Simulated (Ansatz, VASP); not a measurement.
**Ge: VASP beside Ansatz**

```xyz
2
Lattice="0.0000 2.8805 2.8805 2.8805 0.0000 2.8805 2.8805 2.8805 0.0000" Properties=species:S:1:pos:R:3 pbc="T T T"
Ge    0.0000    0.0000    0.0000
Ge    1.4403    1.4403    1.4403
```

Alike in both runs: functional PBE; k mesh 14 × 14 × 14; occupations gaussian, width 0.1 eV; no spin polarisation.

Ansatz relaxed the structure, and its values are those at the end. VASP's run is a single point on that final structure, the one shown.

|  | VASP | Ansatz |
| --- | --- | --- |
| version | VASP 6.6.1 | Ansatz 0.2.0 |
| potentials or method | VASP PAW PBE potentials, release 64 (Ge_d) | scalar-relativistic, plane waves, PAW |
| plane-wave cutoff (eV) | 520 | 420 |
| valence electrons in the cell | 28 | 28 |

|  | VASP | Ansatz | Ansatz less VASP |
| --- | --- | --- | --- |
| gap on the k mesh at the Fermi level (eV) | none | none | - |
| pressure (GPa) | 0.0 | 0.0 | +0.05 |

A gap of «none» marks a metal or a gap that the smearing closes.

Caveats: this crystal is a semiconductor, whose small gap the functional closes, so the metal is an error of the method.
